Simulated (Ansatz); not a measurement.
RbBr (zincblende), relaxed with r2SCAN: 4 runs in the plane-wave code Ansatz, each a calculation of independent-particle optics. The symmetry is F-43m (No. 216, cubic); conventional cell a = 7.739 Å, 57.94 Å³ an atom. Around Rb lie 4 Br at 3.35 Å; around Br lie 4 Rb at 3.35 Å. The calculation is spin-unpolarised, and the structure need not be a phase that has been made.

```
CELL_PARAMETERS angstrom
0.00000 3.86950 3.86950
3.86950 0.00000 3.86950
3.86950 3.86950 0.00000
ATOMIC_POSITIONS crystal
Rb 0.00000 0.00000 0.00000
Br 0.25000 0.25000 0.25000
```

On meshes this coarse, single peaks can be features of the mesh. No local fields, no excitons; the zone sum runs over the cells of the mesh, and ε∞ includes the bands left out of the spectrum. Up to four peaks are listed, those above 15 % of the tallest and inside the complete range; the four can differ from row to row. Rows marked drawn have settings drawn at random (some not listed).

```
functional  k mesh  broadening (eV)    scissors (eV)  range (eV)  settings  direct gap on the mesh before scissors (eV)  ε∞ xx  ε∞ yy  ε∞ zz  complete up to (eV)  tallest peaks of mean ε₂ (eV)
    r2SCAN   4×4×4              0.1             0.00        0–18    chosen                                         4.73   2.14   2.14   2.14                 18.0          7.35 8.60 10.20 10.40
       PBE   4×4×4              0.1  1.10 (to HSE06)        0–18    chosen                                         4.16   2.14   2.14   2.14                 18.0           7.45 7.85 9.00 10.55
       LDA   4×4×4             0.15             0.00      0.5–20     drawn                                         3.90   2.35   2.35   2.35                 20.0           6.60 7.70 9.30 17.90
```

Task: Estimate from these rows what the further settings give.
```csv
functional,k mesh,broadening (eV),scissors (eV),range (eV),settings
PBE,4×4×4,0.1,0.00,0–18,chosen
```

Result:

| functional | k mesh | broadening (eV) | scissors (eV) | range (eV) | settings | direct gap on the mesh before scissors (eV) | ε∞ xx | ε∞ yy | ε∞ zz | complete up to (eV) | tallest peaks of mean ε₂ (eV) |
| --- | --- | --- | --- | --- | --- | --- | --- | --- | --- | --- | --- |
| PBE | 4×4×4 | 0.1 | 0.00 | 0–18 | chosen | 4.16 | 2.28 | 2.28 | 2.28 | 18.0 | 6.35 6.75 7.90 9.45 |

The fundamental gap is indirect (4.07 eV with PBE on 4×4×4); the table holds the direct one. The two differ by only 0.09 eV.

Spin-orbit coupling is left out.

For some runs the program warns that the potential is rough where the density is thin, which bears on the empty states there.
